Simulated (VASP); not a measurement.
# SiC (F-43m) in VASP: band structure with PBEsol

Aim: the band structure of SiC with PBEsol.

Everything below comes from runs of VASP 6.6.1. Logs are shortened: lines on timing, memory, paths and dates and some standing lists are left out, and cuts for length are marked.

**Experimental background.**

From “Insight into the structural, elastic and electronic properties of a new orthorhombic 6O-SiC polytype”, 2020, pmc:7200658, for a bulk crystal of SiC: band gap 2.4 eV (indirect).

The runs below are set against these values where they give the same quantity.

### 1 The structure

Symmetry: F-43m, No. 216, cubic system. The conventional cell has a = 4.358 Å, b = 4.358 Å, c = 4.358 Å, α = 90.00°, β = 90.00°, γ = 90.00°. Si (site symmetry -43m) is surrounded by 4 C at 1.89 Å. C (site symmetry -43m) is surrounded by 4 Si at 1.89 Å.

### 2 Band structure, PBEsol

The input, INCAR:

```
  PREC = Accurate
  ENCUT = 520
  EDIFF = 1E-6
  ISMEAR = 0
  SIGMA = 0.03
  LREAL = F
  LASPH = T
  NELM = 80
  ALGO = Fast
  ISIF = 2
  LWAVE = F
  LCHARG = F
  GGA = PS
  NBANDS = 11
  ICORELEVEL = 1
```

The input, KPOINTS:

```
Automatic mesh
0
Gamma
  10 10 10
```

The input, POSCAR:

```
SiC                                     
1.0
    0.0000000000      2.1790000000      2.1790000000
    2.1790000000      0.0000000000      2.1790000000
    2.1790000000      2.1790000000      0.0000000000
  Si              C             
     1     1
Direct
     0.0000000000000000    0.0000000000000000    0.0000000000000000
     0.2500000000000000    0.2500000000000000    0.2500000000000000
```

The input, KPOINTS_OPT:

```
explicit points
159
Reciprocal
 0.0000000000  0.0000000000  0.0000000000 1
 0.0357142857  0.0000000000  0.0357142857 1
 0.0714285714  0.0000000000  0.0714285714 1
 0.1071428571  0.0000000000  0.1071428571 1
 0.1428571429  0.0000000000  0.1428571429 1
 0.1785714286  0.0000000000  0.1785714286 1
[... 151 lines left out ...]
 0.4250000000  0.0000000000  0.4250000000 1
 0.4500000000  0.0000000000  0.4500000000 1
```

Potentials or basis: VASP PAW PBE potentials, release 64 (Si, C).

Command:

```
$ cat potpaw_PBE.64/Si/POTCAR potpaw_PBE.64/C/POTCAR > POTCAR
$ mpirun -np 1 vasp_std > vasp.out
```

OUTCAR:

```text
PREC = Accurate
   ENCUT = 520
   EDIFF = 1E-6
   ISMEAR = 0
   LREAL = F
   LASPH = T
   NELM = 80
   ISIF = 2
   GGA = PS

 ion  position               nearest neighbor table
   1  0.000  0.000  0.000-   2 1.89   2 1.89   2 1.89   2 1.89
   2  0.250  0.250  0.250-   1 1.89   1 1.89   1 1.89   1 1.89

  LATTYP: Found a face centered cubic cell.
 ALAT       =     4.3580000000

  Lattice vectors:

 A1 = (   0.0000000000,   2.1790000000,   2.1790000000)
 A2 = (   2.1790000000,   0.0000000000,   2.1790000000)
 A3 = (   2.1790000000,   2.1790000000,   0.0000000000)

Analysis of symmetry for initial positions (statically):
=====================================================================
 Subroutine PRICEL returns:
 Original cell was already a primitive cell.

 Routine SETGRP: Setting up the symmetry group for a
 face centered cubic supercell.

 Subroutine GETGRP returns: Found 24 space group operations
 (whereof 24 operations were pure point group operations)
 out of a pool of 48 trial point group operations.

The static configuration has the point symmetry T_d .

Analysis of symmetry for dynamics (positions and initial velocities):
=====================================================================
 Subroutine PRICEL returns:
 Original cell was already a primitive cell.

 Routine SETGRP: Setting up the symmetry group for a
 face centered cubic supercell.

 Subroutine GETGRP returns: Found 24 space group operations
 (whereof 24 operations were pure point group operations)
 out of a pool of 48 trial point group operations.

The dynamic configuration has the point symmetry T_d .

 Subroutine INISYM returns: Found 24 space group operations
 (whereof 24 operations are pure point group operations),
 and found     1 'primitive' translations

----------------------------------------------------------------------------------------

                                     Primitive cell

  volume of cell :      20.6920

  direct lattice vectors                    reciprocal lattice vectors
     0.000000000  2.179000000  2.179000000    -0.229463056  0.229463056  0.229463056
     2.179000000  0.000000000  2.179000000     0.229463056 -0.229463056  0.229463056
     2.179000000  2.179000000  0.000000000     0.229463056  0.229463056 -0.229463056

  length of vectors
     3.081571352  3.081571352  3.081571352     0.397441672  0.397441672  0.397441672

  position of ions in fractional coordinates (direct lattice)
     0.000000000  0.000000000  0.000000000
     0.250000000  0.250000000  0.250000000

  ion indices of the primitive-cell ions
   primitive index   ion index
                 1           1
                 2           2

----------------------------------------------------------------------------------------

 KPOINTS: Automatic mesh

Automatic generation of k-mesh.
 Grid dimensions read from file:
 generate k-points for:   10   10   10

 Generating k-lattice:

  Cartesian coordinates                     Fractional coordinates (reciprocal lattice)
    -0.022946306  0.022946306  0.022946306     0.100000000  0.000000000  0.000000000
     0.022946306 -0.022946306  0.022946306     0.000000000  0.100000000  0.000000000
     0.022946306  0.022946306 -0.022946306     0.000000000  0.000000000  0.100000000

  Length of vectors
     0.039744167  0.039744167  0.039744167

  Shift w.r.t. Gamma in fractional coordinates (k-lattice)
     0.000000000  0.000000000  0.000000000

 Subroutine IBZKPT returns following result:
 ===========================================

 Found     47 irreducible k-points:

 Following reciprocal coordinates:
            Coordinates               Weight
  0.000000  0.000000  0.000000      1.000000
  0.100000  0.000000  0.000000      8.000000
  0.200000  0.000000  0.000000      8.000000
  0.300000  0.000000  0.000000      8.000000
  0.400000  0.000000  0.000000      8.000000
  0.500000  0.000000  0.000000      4.000000
[... 16 lines left out ...]
  0.300000  0.300000  0.000000      6.000000
  0.400000  0.300000  0.000000     24.000000
 [... further k-points ...]
   k-points           NKPTS =     47   k-points in BZ     NKDIM =     47   number of bands    NBANDS=     11
   number of dos      NEDOS =    301   number of ions     NIONS =      2
   total plane-waves  NPLWV =  13824
   dimension x,y,z NGX =    24 NGY =   24 NGZ =   24
   dimension x,y,z NGXF=    48 NGYF=   48 NGZF=   48
   ions per type =               1   1
   NGX,Y,Z   is equivalent  to a cutoff of  12.95, 12.95, 12.95 a.u.
   NGXF,Y,Z  is equivalent  to a cutoff of  25.90, 25.90, 25.90 a.u.
 SYSTEM =  unknown system
   PREC   = accura    normal or accurate (medium, high low for compatibility)
   ISTART =      0    job   : 0-new  1-cont  2-samecut
   ICHARG =      2    charge: 1-file 2-atom 10-const
   ISPIN  =      1    spin polarized calculation?
   LNONCOLLINEAR =      F non collinear calculations
   LSORBIT =      F    spin-orbit coupling
   LASPH  =      T    aspherical Exc in radial PAW
   ENCUT  =  520.0 eV  38.22 Ry    6.18 a.u.   5.73  5.73  5.73*2*pi/ulx,y,z
   NELM   =     80;   NELMIN=  2; NELMDL= -5     # of ELM steps
   EDIFF  = 0.1E-05   stopping-criterion for ELM
   LREAL  =      F    real-space projection
   EDIFFG = 0.1E-04   stopping-criterion for IOM
   NSW    =      0    number of steps for IOM
   IBRION =     -1    ionic relax: 0-MD 1-quasi-New 2-CG
   NFREE  =      0    steps in history (QN), initial steepest desc. (CG)
   ISIF   =      2    stress and relaxation
   ISYM   =      2    0-nonsym 1-usesym 2-fastsym
   POTIM  = 0.5000    time-step for ionic-motion
   TEBEG  =    0.0;   TEEND  =   0.0 temperature during run
   PSTRESS=    0.0 pullay stress
   NELECT =       8.0000    total number of electrons
   NUPDOWN=      -1.0000    fix difference up-down
   EMIN   =  10.00;   EMAX   =-10.00  energy-range for DOS
   EFERMI =   0.00;   METHOD = LEGACY
   ISMEAR =     0;   SIGMA  =   0.03  broadening in eV -4-tet -1-fermi 0-gaus
   EFERMI_NEDOS =   21; number of points for ismear=-14 and -15
   IALGO  =     68    algorithm
   IMIX   =      4    mixing-type and parameters
     AMIX     =   0.40;   BMIX     =  1.00
     AMIX_MAG =   1.60;   BMIX_MAG =  1.00
  volume/ion in A,a.u.               =      10.35        69.82
  Fermi-wavevector in a.u.,A,eV,Ry     =   1.192626  2.253736 19.352338  1.422357
  Thomas-Fermi vector in A             =   2.328660
   LORBIT       =      0    0 simple, 1 ext, 2 COOP (PROOUT), +10 PAW based schemes
   GGA     = PS    functional components
   LHFCALC =     F    Hartree Fock is set to
   AEXX    =    0.0000 exact exchange contribution
   IVDW    =     0    specifies the selected vdW correction
   LEPSILON=     F    determine dielectric tensor
   LRPA    =     F    only Hartree local field effects (RPA)
 non-spin polarized calculation
 RMM-DIIS sequential band-by-band and
 Gauss-broadening in eV      SIGMA  =   0.03
  energy-cutoff  :      520.00
  volume of cell :       20.69
 maximum number of plane-waves:       568
   NGX = 11   NGY = 11   NGZ = 11

 number of electron       8.0000001 magnetization

 Free energy of the ion-electron system (eV)
  ---------------------------------------------------
  ext. energy  EPLUGINS =         0.00000000
  ---------------------------------------------------
  free energy    TOTEN  =       -15.91499019 eV

  energy without entropy =      -15.91499019  energy(sigma->0) =      -15.91499019

 the core state eigenenergies are
   1-  1s  -1771.2449  2s   -125.1215  2p    -81.1525
   2-  1s   -255.6762

 E-fermi :   8.2049     XC(G=0): -11.5049

 val. band max:        8.0571768805   @ k =   0.0000   0.0000   0.0000
 cond. band min:       9.2903686443   @ k =   0.5000   0.5000   0.0000
 fundamental gap:      1.2331917638
 Fermi energy:         8.2048556279

 k-point     1 :       0.0000    0.0000    0.0000
  band No.  band energies     occupation
      1      -7.3674      2.00000
      2       8.0572      2.00000
      3       8.0572      2.00000
      4       8.0572      2.00000
      5      14.2443      0.00000
      6      15.2989      0.00000
      7      15.2989      0.00000
      8      15.2989      0.00000
      9      22.5128      0.00000
     10      22.5128      0.00000
     11      24.3190      0.00000

 k-point     2 :       0.1000    0.0000    0.0000
  band No.  band energies     occupation
      1      -7.1712      2.00000
      2       7.0419      2.00000
      3       7.9223      2.00000
      4       7.9223      2.00000
      5      14.4955      0.00000
      6      15.5432      0.00000
      7      15.5432      0.00000
      8      15.5797      0.00000
      9      21.5369      0.00000
     10      21.5369      0.00000
     11      24.1250      0.00000

 k-point     3 :       0.2000    0.0000    0.0000
  band No.  band energies     occupation
      1      -6.5911      2.00000
      2       4.9114      2.00000
      3       7.6136      2.00000
      4       7.6136      2.00000
      5      14.1968      0.00000
      6      15.9002      0.00000
      7      15.9002      0.00000
      8      16.7752      0.00000
      9      20.8626      0.00000
     10      20.8626      0.00000
     11      23.2437      0.00000

 k-point     4 :       0.3000    0.0000    0.0000
  band No.  band energies     occupation
      1      -5.6615      2.00000
      2       2.5871      2.00000
      3       7.2964      2.00000
      4       7.2964      2.00000
      5      13.7884      0.00000
      6      15.7520      0.00000
      7      15.7520      0.00000
      8      17.7191      0.00000
      9      21.6884      0.00000
     10      21.6884      0.00000
     11      22.9908      0.00000
[... 197 lines left out ...]
 k-point    19 :       0.5000    0.2000    0.0000
  band No.  band energies     occupation
      1      -3.5465      2.00000
      2       0.5287      2.00000
      3       4.7518      2.00000
      4       6.0657      2.00000
      5      12.3331      0.00000
      6      16.2102      0.00000
      7      17.4576      0.00000
      8      18.3084      0.00000
      9      21.8087      0.00000
     10      25.3441      0.00000
     11      26.8404      0.00000

 k-point    20 :      -0.4000    0.2000    0.0000
  band No.  band energies     occupation
      1      -3.3039      2.00000
      2       0.2138      2.00000
      3       4.3029      2.00000
      4       6.3841      2.00000
      5      12.7616      0.00000
      6      16.2421      0.00000
      7      17.0146      0.00000
      8      19.1826      0.00000
      9      22.1937      0.00000
     10      22.9699      0.00000
     11      26.7597      0.00000

 k-point    21 :      -0.3000    0.2000    0.0000
  band No.  band energies     occupation
      1      -4.2807      2.00000
      2       1.6136      2.00000
      3       4.2131      2.00000
      4       6.8795      2.00000
      5      13.5485      0.00000
      6      16.2311      0.00000
      7      16.7339      0.00000

------------------------ aborting loop because EDIFF is reached ----------------------------------------

  FORCE on cell =-STRESS in cart. coord.  units (eV):
  Direction    XX          YY          ZZ          XY          YZ          ZX
  --------------------------------------------------------------------------------------
  -------------------------------------------------------------------------------------
  Total        0.0207964      0.0207964      0.0207964      0.0000000      0.0000000     -0.0000000
  in kB        1.6102639      1.6102639      1.6102639      0.0000000      0.0000000     -0.0000000
  external PRESSURE =       1.6102639 kB  Pullay stress =       0.0000000 kB

 VOLUME and BASIS-vectors are now :
 -----------------------------------------------------------------------------
  energy-cutoff  :      520.00
  volume of cell :       20.69
      direct lattice vectors                 reciprocal lattice vectors
     0.000000000  2.179000000  2.179000000    -0.229463056  0.229463056  0.229463056
     2.179000000  0.000000000  2.179000000     0.229463056 -0.229463056  0.229463056
     2.179000000  2.179000000  0.000000000     0.229463056  0.229463056 -0.229463056

 POSITION                                       TOTAL-FORCE (eV/Angst)
 -----------------------------------------------------------------------------------
      0.00000      0.00000      0.00000        -0.000000     -0.000000     -0.000000
      1.08950      1.08950      1.08950         0.000000      0.000000      0.000000
 -----------------------------------------------------------------------------------
    total drift:                                0.000000      0.000000      0.000000

  FREE ENERGIE OF THE ION-ELECTRON SYSTEM (eV)
  ---------------------------------------------------
  free  energy   TOTEN  =       -15.9149901913 eV

  energy  without entropy=      -15.9149901913  energy(sigma->0) =      -15.91499019
```

It took 7.8 s on 1 thread of Intel Xeon 6975P-C (Granite Rapids), shared host; peak memory 0.14 GiB.

Results:

```
Free energy             : -15.9150 eV
Pressure                : 0.2 GPa
Band gap on the k mesh  : 1.23 eV, indirect (least direct gap 4.44 eV)
Band gap along the path : 1.23 eV, indirect (least direct gap 4.44 eV)
```

Levels at the corners of the path, in eV from the valence-band top:
| point | band 1 | band 2 | band 3 | band 4 | band 5 | band 6 | band 7 | band 8 | band 9 |
| --- | --- | --- | --- | --- | --- | --- | --- | --- | --- |
| Γ | -15.42 | 0.00 | 0.00 | 0.00 | 6.19 | 7.24 | 7.24 | 7.24 | 14.46 |
| X | -10.36 | -7.83 | -3.21 | -3.21 | 1.23 | 4.20 | 13.95 | 13.95 | 14.68 |
| X | -10.36 | -7.83 | -3.21 | -3.21 | 1.23 | 4.20 | 13.95 | 13.95 | 14.68 |
| W | -10.12 | -7.04 | -5.05 | -4.75 | 5.12 | 9.37 | 9.42 | 9.63 | 14.16 |
| W | -10.12 | -7.04 | -5.05 | -4.75 | 5.12 | 9.37 | 9.42 | 9.63 | 14.16 |
| K | -10.35 | -7.30 | -5.61 | -2.61 | 2.99 | 7.68 | 11.77 | 12.38 | 12.95 |
| K | -10.35 | -7.30 | -5.61 | -2.61 | 2.99 | 7.68 | 11.77 | 12.38 | 12.95 |
| Γ | -15.42 | 0.00 | 0.00 | 0.00 | 6.19 | 7.24 | 7.24 | 7.24 | 14.46 |
| Γ | -15.42 | 0.00 | 0.00 | 0.00 | 6.19 | 7.24 | 7.24 | 7.24 | 14.46 |
| L | -11.82 | -8.60 | -1.06 | -1.06 | 5.37 | 7.14 | 7.14 | 9.92 | 16.01 |
| L | -11.82 | -8.60 | -1.06 | -1.06 | 5.37 | 7.14 | 7.14 | 9.92 | 16.01 |
| U | -10.35 | -7.30 | -5.61 | -2.61 | 2.99 | 7.68 | 11.77 | 12.38 | 12.95 |
| U | -10.35 | -7.30 | -5.61 | -2.61 | 2.99 | 7.68 | 11.77 | 12.38 | 12.95 |
| W | -10.12 | -7.04 | -5.05 | -4.75 | 5.12 | 9.37 | 9.42 | 9.63 | 14.16 |
| W | -10.12 | -7.04 | -5.05 | -4.75 | 5.12 | 9.37 | 9.42 | 9.63 | 14.16 |
| L | -11.82 | -8.60 | -1.06 | -1.06 | 5.37 | 7.14 | 7.14 | 9.92 | 16.01 |
| L | -11.82 | -8.60 | -1.06 | -1.06 | 5.37 | 7.14 | 7.14 | 9.92 | 16.01 |
| K | -10.35 | -7.30 | -5.61 | -2.61 | 2.99 | 7.68 | 11.77 | 12.38 | 12.95 |
| U | -10.35 | -7.30 | -5.61 | -2.61 | 2.99 | 7.68 | 11.77 | 12.38 | 12.95 |
| X | -10.36 | -7.83 | -3.21 | -3.21 | 1.23 | 4.20 | 13.95 | 13.95 | 14.68 |

Core levels (eV, on the scale of the bands):
| atom | levels |
| --- | --- |
| 1 Si | 1s -1771.2, 2s -125.1, 2p -81.2 |
| 2 C | 1s -255.7 |

Caveat: the PAW data sets were made with another functional, which shifts forces and pressure a little.

### 3 How close it comes

Step 2. Measured gap of SiC: 2.4 eV (indirect; quoted in “Insight into the structural, elastic and electronic properties of a new orthorhombic 6O-SiC polytype”, 2020, pmc:7200658). This calculation gives 1.23 eV (-1.17 eV). The value is that of PBEsol, without temperature or zero-point motion. Semilocal functionals fall short of measured gaps as a rule.
